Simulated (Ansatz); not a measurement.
Ca: pressure and energy above lowest point against volume per atom

Equation of state of a cubic crystal from periodic Kohn-Sham density functional theory without spin; pressure corrected for the finite basis. The results are calculated, by Ansatz 0.2.0 development build.

Cell of the first row (space group Pm-3m, No. 221):
```
cell vectors (Å)
   3.4505     0.0000     0.0000
   0.0000     3.4505     0.0000
   0.0000     0.0000     3.4505
atoms (fractions of the cell vectors)
Ca  0.00000  0.00000  0.00000
```

Settings of every row: formula Ca; structure type simple cubic; functional PBE; spin treatment none; k mesh 11x11x11; occupation method fermi-dirac; occupation width 0.061225619 eV; wave cutoff 700 eV; datasets hard PAW; density cutoff ratio 4.

Limits: a cubic model structure, not a phase known at ambient conditions; modest k-mesh, values are not fully converged in k; the SCF threshold is loose for a stress in some rows.

| row | volume per atom (Å³) | pressure (GPa) | energy above lowest point (meV/atom) |
| --- | --- | --- | --- |
| 1 | 41.082 | 0.757 | 6.01 |
| 2 | 41.956 | 0.486 | 2.63 |
| 3 | 42.831 | 0.237 | 0.66 |
| 4 | 43.705 | 0.009 | 0 |
| 5 | 44.579 | -0.2 | 0.53 |
| 6 | 45.453 | ? | ? |
| 7 | 46.327 | -0.567 | 4.78 |

Question: what pressure and energy above lowest point should row 6 give?

Worked fit of pressure. Take u = (V_r/V)^(2/3) − 1 with V_r = 43.268 Å³ an atom, which is twice the finite (Eulerian) strain; such expansions in the strain, on which the Birch-Murnaghan equation of state is built, carry the rest volume and the bulk modulus. The shown rows have u = 0.03517, 0.02074, 0.00679, -0.00668, -0.0197, -0.04452. Least squares give pressure = 0.1206 + 16.926 × u + 33.29 × u² GPa; a straight line predicts inner rows, each left out in turn, worse (root mean square 0.021 against 6e-05 GPa). All shown rows lie on it to the printed digit. The pressure vanishes at u = -0.0072, or V = 43.74 Å³ an atom, and there the bulk modulus at fixed shape and fractions is B = −V dP/dV = (2/3)(1 + u) dP/du = 10.9 GPa. The withheld row has u = -0.03231, so the fit gives 0.1206 + 16.926 × (-0.03231) + 33.29 × (-0.03231)² = -0.392 GPa.

The calculation gave -0.392 GPa. The fit meets it to the printed digit.

Worked fit of energy above lowest point. Take u = (V_r/V)^(2/3) − 1 with V_r = 43.268 Å³ an atom, which is twice the finite (Eulerian) strain; such expansions in the strain, on which the Birch-Murnaghan equation of state is built, carry the rest volume and the bulk modulus. The shown rows have u = 0.03517, 0.02074, 0.00679, -0.00668, -0.0197, -0.04452. Least squares give energy above lowest point = 0.176 + 48.86 × u + 3369 × u² − 1163 × u³ meV/atom; a parabola predicts inner rows, each left out in turn, worse (root mean square 0.023 against 0.0034 meV/atom). All shown rows lie on it to the printed digit. Its lowest point lies at u = -0.0072, or V = 43.74 Å³ an atom, and the curvature there gives the bulk modulus at fixed shape and fractions, B = (4/9)(1 + u)² E″(u)/V = 10.9 GPa. The withheld row has u = -0.03231, so the fit gives 0.176 + 48.86 × (-0.03231) + 3369 × (-0.03231)² − 1163 × (-0.03231)³ = 2.15 meV/atom.

The calculation gave 2.15 meV/atom. The fit meets it to the printed digit.
